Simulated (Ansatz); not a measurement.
**Structures of NiSb: which is lowest?**

Plane-wave DFT in Ansatz with scalar-relativistic PAW potentials, cutoff 500 eV, Γ-centred meshes chosen by cell and gap, Gaussian smearing with energies taken to zero width. Every cell was relaxed (cell and atoms) in a run of its own, within the symmetry of its start. Functional: r2SCAN.

Relaxed structures (starts from databases or built by putting these elements on another compound's sites):
A. P6_3/mmc, 4 atoms in the computed cell, a = 3.931 Å, c = 5.121 Å; sites (symmetry × multiplicity) Sb -6m2 × 2, Ni -3m. × 2; start: built
B. Pm-3m, 2 atoms in the computed cell, a = 3.234 Å; sites (symmetry × multiplicity) Sb m-3m × 1, Ni m-3m × 1; start: built

Rank them by energy. Could pressure change the order?

| structure | group | E − E(lowest) (meV/atom) | V (Å³/atom) | gap on mesh (eV) |
| --- | --- | --- | --- | --- |
| A | P6_3/mmc | 0.0 | 17.13 | 0.00 |
| B | Pm-3m | 507 | 16.91 | 0.00 |

A is lowest, 507 meV/atom under B. The two lowest differ in volume by under 3 %, too little for a first-order estimate of what pressure does to that pair (other pairs aren't weighed here); with rigid cells even 3 % in favour of the higher one would need about 158 GPa. Other structures may lie lower than all of these, and vibrations aren't counted.

Spin-orbit coupling is left out, which matters for the bands of heavy elements. Spin polarisation was left out, and a magnetic state may lie lower.